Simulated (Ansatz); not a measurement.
# ZnS and the effect of the functional

```
CELL_PARAMETERS angstrom
3.81100 0.00000 0.00000
-1.90550 3.30042 0.00000
0.00000 0.00000 6.23400
ATOMIC_POSITIONS crystal
Zn 0.66667 0.33333 0.50000
Zn 0.33333 0.66667 0.00000
S 0.66667 0.33333 0.88500
S 0.33333 0.66667 0.38500
```

Kept alike: task band structure; k mesh 8 × 8 × 5; occupations fermi-dirac, width 0.05 eV; no spin polarisation. Program: Ansatz, all-electron LAPW, scalar-relativistic. The mesh is that of the run's cell of 4 atoms. No spin-orbit coupling.

| run | band gap (eV) | pressure (GPa) |
| --- | --- | --- |
| A | 1.990 | -3.88 |
| B | 2.113 | -1.28 |
| C | 2.251 | 2.35 |

Pressure is positive in compression. Gaps are the smaller of the mesh's and the band path's.

Question: The runs differ in the functional alone: LDA; PBE; PBEsol. Which run is which?

Answer: Run A is LDA; run B is PBEsol; run C is PBE. The band gap runs from 1.990 (LDA) to 2.251 eV (PBE). From PBE: LDA -0.261; PBEsol -0.138. Measured: 3.911 eV at 4 K (a printed reference work); nearest PBE, 1.660 eV off. Semilocal gaps fall short of quasiparticle gaps. The pressure runs from -3.88 (LDA) to 2.35 GPa (PBE). From PBE: LDA -6.23; PBEsol -3.63. A positive pressure means that the functional's own cell is larger than the one given, a negative one that it is smaller.
